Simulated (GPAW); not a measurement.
# CdSe (F-43m) in GPAW: band structure with TASK

Aim: the band structure of CdSe with TASK.

Program: GPAW 26.7.0. These are calculated values, not measurements. Logs are shortened: lines on timing, memory, paths and dates and some standing lists are left out, and cuts for length are marked. The log counts tension as positive stress, the text compression.

## 1. The structure

Symmetry: F-43m, No. 216, cubic system. The conventional cell has a = 6.141 Å, b = 6.141 Å, c = 6.141 Å, α = 90.00°, β = 90.00°, γ = 90.00°. Around Cd (site symmetry -43m) lie 4 Se at 2.66 Å. Around Se (site symmetry -43m) lie 4 Cd at 2.66 Å.

Measurements of this composition are mostly on another form, of space group No. 186.

## 2. Band structure, TASK, spin-orbit coupling, no magnetisation

Input file run.py:

```python
import numpy as np
from ase.dft.bandgap import bandgap
from ase.io import read, write
from ase.units import GPa
from gpaw import GPAW, PW
from gpaw.spinorbit import soc_eigenstates

atoms = read('CdSe.xyz')

calc = GPAW(mode=PW(600),
            xc='MGGA_X_TASK+LDA_C_PW',
            kpts={'size': (6, 6, 6), 'gamma': True},
            occupations={'name': 'fermi-dirac', 'width': 0.05},
            nbands=18,
            convergence={'density': 1e-05, 'energy': 1e-05},
            maxiter=150,
            txt='gpaw.txt')
atoms.calc = calc
energy = atoms.get_potential_energy()
forces = atoms.get_forces()
stress = atoms.get_stress()
calc.write('gs.gpw')
write('result.traj', atoms)
print(f'Energy: {energy:.6f} eV')
print('Forces (eV/A):')
print(forces.round(4))
print('Stress (GPa):', (stress / GPa).round(3))
print('Fermi level:', round(calc.get_fermi_level(), 4), 'eV')
print(f'Gap: {bandgap(calc)[0]:.4f} eV, direct: {bandgap(calc, direct=True)[0]:.4f} eV')

path = atoms.cell.bandpath('GXWKGLUWLK,UX', npoints=60, eps=1e-4)
bs_calc = calc.fixed_density(kpts=path, symmetry='off', nbands=30,
                             convergence={'bands': 'CBM+6.0', 'eigenstates': 1e-6}, txt='bands.txt')
bs = bs_calc.band_structure()
bs.write('bs.json')
print(f'Gap on the path: {bandgap(bs_calc)[0]:.4f} eV')

soc = soc_eigenstates(bs_calc, theta=90, phi=45, ignore_xc_potential=True)
np.savetxt('soc_bands.dat', soc.eigenvalues(), fmt='%.4f')
mesh = soc_eigenstates('gs.gpw', theta=90, phi=45, ignore_xc_potential=True)
np.savetxt('soc_mesh.dat', mesh.eigenvalues(), fmt='%.4f')
print('Fermi level with spin-orbit coupling:', round(mesh.fermi_level, 4), 'eV')
```

Input file CdSe.xyz:

```xyz
2
Lattice="0.0000000000 3.0702711986 3.0702711986 3.0702711986 0.0000000000 3.0702711986 3.0702711986 3.0702711986 0.0000000000" Properties=species:S:1:pos:R:3 pbc="T T T"
Cd     0.0000000000      0.0000000000      0.0000000000
Se     1.5351355993      1.5351355993      1.5351355993
```

Potentials or basis: GPAW PAW data sets (gpaw-data 1.2.1), pw.

Launch:

```
OMP_NUM_THREADS=1 python run.py
```

gpaw.txt:

```text
__  _  _
 | _ |_)|_||  |
 |__||  | ||/\| - 26.7.0

Input parameters:
  mode=PW(ecut=600.0),
  convergence={'density': 1e-05, 'energy': 1e-05},
  kpts=MonkhorstPack(size=(6, 6, 6), gamma=True),
  maxiter=150,
  nbands=18,
  occupations=Occupations(name='fermi-dirac', width=0.05),
  xc=XC(name='MGGA_X_TASK+LDA_C_PW')

Diagonalizing LCAO Hamiltonian
Converting LCAO to pw mode

            Se

       Cd

Atoms  # Å, Bohr magnetons
|   | symbol |        x |        y |        z |    initial magnetic moments |
|---|--------|----------|----------|----------|-----------------------------|
| 0 |     Cd | 0.000000 | 0.000000 | 0.000000 | ( 0.0000,  0.0000,  0.0000) |
| 1 |     Se | 1.535136 | 1.535136 | 1.535136 | ( 0.0000,  0.0000,  0.0000) |

Unit cell  # Å
| periodic |        x |        y |        z |  lengths |    angles |
|----------|----------|----------|----------|----------|-----------|
|      yes | 0.000000 | 3.070271 | 3.070271 | 4.342019 | 60.000000 |
|      yes | 3.070271 | 0.000000 | 3.070271 | 4.342019 | 60.000000 |
|      yes | 3.070271 | 3.070271 | 0.000000 | 4.342019 | 60.000000 |

Number of symmetries: 24
Symmetry operations  # r_c * U_cc + t_c -> r_c
|    | kind |            matrix            |
|----|------|------------------------------|
|  0 |  E   |  1, 0, 0,  0, 1, 0,  0, 0, 1 |
|  1 |  σ   |  1, 0, 0,  0, 0, 1,  0, 1, 0 |
|  2 |  σ   |  1, 0,-1,  0, 1,-1,  0, 0,-1 |
|  3 |  C3  |  1, 0,-1,  0, 0,-1,  0, 1,-1 |
|  4 |  C3  |  1,-1, 0,  0,-1, 1,  0,-1, 0 |
|  5 |  σ   |  1,-1, 0,  0,-1, 0,  0,-1, 1 |
|  6 |  σ   |  0, 1, 0,  1, 0, 0,  0, 0, 1 |
|  7 |  C3  |  0, 1, 0,  0, 0, 1,  1, 0, 0 |
|  8 |  C2  |  0, 1,-1,  1, 0,-1,  0, 0,-1 |
|  9 |  S4  |  0, 1,-1,  0, 0,-1,  1, 0,-1 |
| 10 |  C3  |  0, 0, 1,  1, 0, 0,  0, 1, 0 |
| 11 |  σ   |  0, 0, 1,  0, 1, 0,  1, 0, 0 |
| 12 |  S4  |  0, 0,-1,  1, 0,-1,  0, 1,-1 |
| 13 |  C3  |  0, 0,-1,  0, 1,-1,  1, 0,-1 |
| 14 |  S4  |  0,-1, 1,  1,-1, 0,  0,-1, 0 |
| 15 |  C2  |  0,-1, 1,  0,-1, 0,  1,-1, 0 |
| 16 |  C3  |  0,-1, 0,  1,-1, 0,  0,-1, 1 |
| 17 |  S4  |  0,-1, 0,  0,-1, 1,  1,-1, 0 |
| 18 |  S4  | -1, 1, 0, -1, 0, 1, -1, 0, 0 |
| 19 |  C3  | -1, 1, 0, -1, 0, 0, -1, 0, 1 |
| 20 |  C3  | -1, 0, 1, -1, 1, 0, -1, 0, 0 |
| 21 |  S4  | -1, 0, 1, -1, 0, 0, -1, 1, 0 |
| 22 |  σ   | -1, 0, 0, -1, 1, 0, -1, 0, 1 |
| 23 |  C2  | -1, 0, 0, -1, 0, 1, -1, 1, 0 |

BZ-sampling:
  Number of BZ points: 216
  Number of IBZ points: 16

  Monkhorst-Pack size: [6, 6, 6]
  Monkhorst-Pack shift: [0.08333333333333333, 0.08333333333333333, 0.08333333333333333]

K-points  # in reciprocal-cell coordinates
|     |                                coordinates |     weight |
|-----|--------------------------------------------|------------|
|   0 | (  0.00000000,   0.00000000,   0.00000000) | 0.00462963 |
|   1 | (  0.16666667,   0.16666667,   0.00000000) | 0.02777778 |
|   2 | (  0.16666667,   0.16666667,   0.16666667) | 0.03703704 |
|   3 | (  0.33333333,   0.16666667,   0.16666667) | 0.05555556 |
|   4 | (  0.33333333,   0.33333333,  -0.33333333) | 0.05555556 |
|   5 | (  0.33333333,   0.33333333,   0.00000000) | 0.02777778 |
|   6 | (  0.33333333,   0.33333333,   0.16666667) | 0.11111111 |
|   7 | (  0.33333333,   0.33333333,   0.33333333) | 0.03703704 |
|   8 | (  0.50000000,   0.33333333,  -0.33333333) | 0.11111111 |
|   9 | (  0.50000000,   0.33333333,  -0.16666667) | 0.05555556 |
| ... |                                            |            |
|  15 | (  0.50000000,   0.50000000,   0.50000000) | 0.01851852 |

Plane wave coefficients: 1964
Cutoff: 600.0 eV

Spin-components: 1 (collinear spins)
Bands:           18
Projectors:      11
Spin-degeneracy: 2
Datatype:        complex128

Parallelization:
  kpt:    1
  domain: 1
  band:   1

Density:
  Valence electrons: 18.0
  Components: 1
  Grid points: [25 25 25]
  Charge: 0.0  # |e|

Potential:
  Grid points: [25 25 25]

species:
  Cd:
    name:    Cadmium
    Z:       48.0
    valence: 12
    core:    36
    charge:  0.0  # [|e|]
    compensation charges:
      type: gauss
      rc: 0.38  # [Å]
      lmax: 2
    cutoffs:
      filter: 2.12  # [Å]
      core: 2.62  # [Å]
    projectors
    | kind |    occ | energy [eV] | rcut [Å] |
    |------|--------|-------------|----------|
    |   5s |  2.000 |      -5.655 |    1.191 |
    |   5p |  0.000 |      -1.186 |    1.228 |
    |   4d | 10.000 |     -11.739 |    1.164 |
    |    s |        |      21.556 |    1.191 |
    |    p |        |      26.026 |    1.228 |
    |    d |        |      15.473 |    1.164 |

    Using partial waves for Cd as LCAO basis

  Se:
    name:    Selenium
    Z:       34.0
    valence: 6
    core:    28
    charge:  0.0  # [|e|]
    compensation charges:
      type: gauss
      rc: 0.27  # [Å]
      lmax: 2
    cutoffs:
      filter: 1.77  # [Å]
      core: 2.67  # [Å]
    projectors
    | kind |    occ | energy [eV] | rcut [Å] |
    |------|--------|-------------|----------|
    |   4s |  2.000 |     -17.277 |    0.847 |
    |   4p |  4.000 |      -6.512 |    1.005 |
    |    s |        |       9.935 |    0.847 |
    |    p |        |      20.699 |    1.005 |
    |    d |        |       0.000 |    0.847 |

    Using partial waves for Se as LCAO basis

Reference energy: -218276.650467  # eV

eigensolver:
  PPCG
  Converge bands: occupied
  niter=2

density mixing:
  MSR1-Mixer
  Pratt-step length: 0.05
  Maximum mixing coefficient: 0.75
  Old densities: 10
  SVD Regularization: 0.005
  Good broyden scale: 1.0
  Trust region scale: 1.0
  Backstep threshold: 4.0
  History deletion threshold: 6.0
  Fourier metric: weight=20.0, sigma=0.015

occupation numbers:
  Fermi-Dirac:
    width: 0.0500  # eV

poisson solver:
  ecut: 4800.0  # eV

xc functional:
  name: MGGA_X_TASK+LDA_C_PW with 2 nearest neighbor stencil

convergence criteria:
- Maximum integral of absolute [dens]ity change: 1e-05 electrons / valence electron
- Maximum [total energy] change in last 3 cyles: 1e-05 eV / valence electron
- Maximum integral of absolute [eigenst]ate change: 4e-08 eV^2 / valence electron
maximum number of iterations: 150

SCF iterations
|iter     | |      energy | eigst |  dens |
|---------|-|-------------|-------|-------|
|iter:   1| |   18.830636 | -0.37 |       |
|iter:   2| |   29.481730 | -0.60 | -1.19 |
|iter:   3| |   22.159034 | -0.28 | -1.10 |
|iter:   4| |   29.397231 | -0.42 | -0.52 |
|iter:   5| |   29.548503 | -1.48 | -1.18 |
|iter:   6| |   29.518518 | -2.41 | -1.77 |
|iter:   7| |   29.515395 | -3.38 | -2.26 |
|iter:   8| |   29.515172 | -4.66 | -3.12 |
|iter:   9| |   29.515111 | -5.10 | -3.46 |
|iter:  10| |   29.515111c| -6.57 | -3.96 |
|iter:  11| |   29.515111c| -7.40c| -4.58 |
|iter:  12| |   29.515111c| -7.56c| -4.88 |
|iter:  13| |   29.515111c| -8.47c| -5.92c|

Converged in 13 steps
Energy contributions relative to reference atoms: (reference = -218276.650467)

Energy contributions:
  Kinetic:          54.909114
  Coulomb:         -49.818753
  Zero:              0.279509
  External:          0.000000
  Xc:               24.145241
  Entropy:          -0.000000
  Spinorbit:         0.000000
  ----------------------------
  Free energy:      29.515111
  Extrapolated:     29.515111

dipole moment: (-23.009544, -23.009544, -23.009544)  # |e|*Ang

Fermi level: 3.932
Eigenvalues  # (at kpt = [0.000, 0.000, 0.000])
| band index |      eig [eV] | occ [0-2] |
|------------|---------------|-----------|
|          0 |       -10.452 |     2.000 |
|          1 |        -5.259 |     2.000 |
|          2 |        -5.259 |     2.000 |
|          3 |        -5.259 |     2.000 |
|          4 |        -4.843 |     2.000 |
|          5 |        -4.843 |     2.000 |
[... 10 lines left out ...]
|         16 |        17.656 |     0.000 |
|         17 |        17.656 |     0.000 |

Gap: 1.929 eV
Transition (v -> c):
  (s=0, k=0, n=8, [0.00, 0.00, 0.00]) -> (s=0, k=0, n=9, [0.00, 0.00, 0.00])
No difference between direct/indirect transitions

Forces  # eV/Ang
|       x |        y |        z |
|---------|----------|----------|
| 0.00000 |  0.00000 | -0.00000 |  # Cd   0
| 0.00000 | -0.00000 |  0.00000 |  # Se   1

Stress tensor  # eV/Ang^3
|         x |         y |         z |
|-----------|-----------|-----------|
| -0.025745 | -0.000000 | -0.000000 |
| -0.000000 | -0.025745 |  0.000000 |
| -0.000000 |  0.000000 | -0.025745 |

# Writing to gs.gpw (mode='')
```

Run time: 2.1 min. Hardware: 1 thread of Arm Neoverse V1, shared host; peak memory 0.4 GiB.

What came out:

```yaml
Free_energy: 29.5151 eV
Pressure: 4.1 GPa
Band_gap_on_the_k_mesh: 1.81 eV, direct
Band_gap_along_the_path: 1.81 eV, direct
```

Levels at the corners of the path, in eV from the valence-band top:
| point | band 15 | band 16 | band 17 | band 18 | band 19 | band 20 | band 21 | band 22 |
| --- | --- | --- | --- | --- | --- | --- | --- | --- |
| Γ | 0.00 | 0.00 | 0.00 | 0.00 | 1.81 | 1.81 | 6.95 | 6.95 |
| X | -2.05 | -2.05 | -1.90 | -1.90 | 4.59 | 4.59 | 4.73 | 4.73 |
| W | -2.42 | -2.24 | -2.23 | -2.22 | 5.73 | 5.89 | 6.60 | 6.65 |
| K | -2.62 | -2.52 | -1.63 | -1.63 | 4.87 | 4.91 | 6.26 | 6.34 |
| Γ | 0.00 | 0.00 | 0.00 | 0.00 | 1.81 | 1.81 | 6.95 | 6.95 |
| L | -0.99 | -0.99 | -0.76 | -0.76 | 3.49 | 3.49 | 7.68 | 7.68 |
| U | -2.62 | -2.52 | -1.63 | -1.63 | 4.87 | 4.91 | 6.26 | 6.34 |
| W | -2.42 | -2.24 | -2.23 | -2.22 | 5.73 | 5.89 | 6.60 | 6.65 |
| L | -0.99 | -0.99 | -0.76 | -0.76 | 3.49 | 3.49 | 7.68 | 7.68 |
| K | -2.62 | -2.52 | -1.63 | -1.63 | 4.87 | 4.91 | 6.26 | 6.34 |
| U | -2.62 | -2.52 | -1.63 | -1.63 | 4.87 | 4.91 | 6.26 | 6.34 |
| X | -2.05 | -2.05 | -1.90 | -1.90 | 4.59 | 4.59 | 4.73 | 4.73 |

Caveat: spin-orbit coupling was added after a scalar SCF, so levels and gaps hold it while energy, forces, pressure and moments don't; this program's spin-orbit splittings come out too wide for heavy elements; the PAW data sets were made with another functional, which shifts forces and pressure a little.
